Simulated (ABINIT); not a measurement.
Crystal: Cl.

```xyz
4
Lattice="3.1450 -2.2500 0.0000 3.1450 2.2500 0.0000 0.0000 0.0000 8.2100" Properties=species:S:1:pos:R:3 pbc="T T T"
Cl    3.1450    0.5850    3.2840
Cl    3.1450    1.6650    7.3890
Cl    3.1450   -0.5850    4.9260
Cl    3.1450   -1.6650    0.8210
```

Base run:

```yaml
Program: ABINIT 10.8.3 (patched build)
Functional: PBEsol
Potentials_or_basis: PseudoDojo NC SR PBEsol v0.4.1 standard
Cutoff: 680 eV
k_mesh: 5 × 5 × 3
Occupations: fermi-dirac, width 0.05 eV
Spin: no spin polarisation
```

Its results: band gap on the k mesh 2.41 eV, indirect (least direct gap 2.46 eV); pressure -1.0 GPa; largest force 0.189 eV/Å.

The run is repeated on the same cell with these changes: functional from PBEsol to PBE; potentials or basis from PseudoDojo NC SR PBEsol v0.4.1 standard to PseudoDojo NC SR PBE v0.4.1 standard; cutoff from 680 eV to 599 eV. What comes out?

Band gap on the k mesh 2.47 eV, indirect (least direct gap 2.52 eV); pressure 0.2 GPa; largest force 0.096 eV/Å.

Caveats: an odd mesh through Γ misses points on the zone boundary, where band edges often lie; the cutoff is short for stress, so the pressure is rough (some runs).
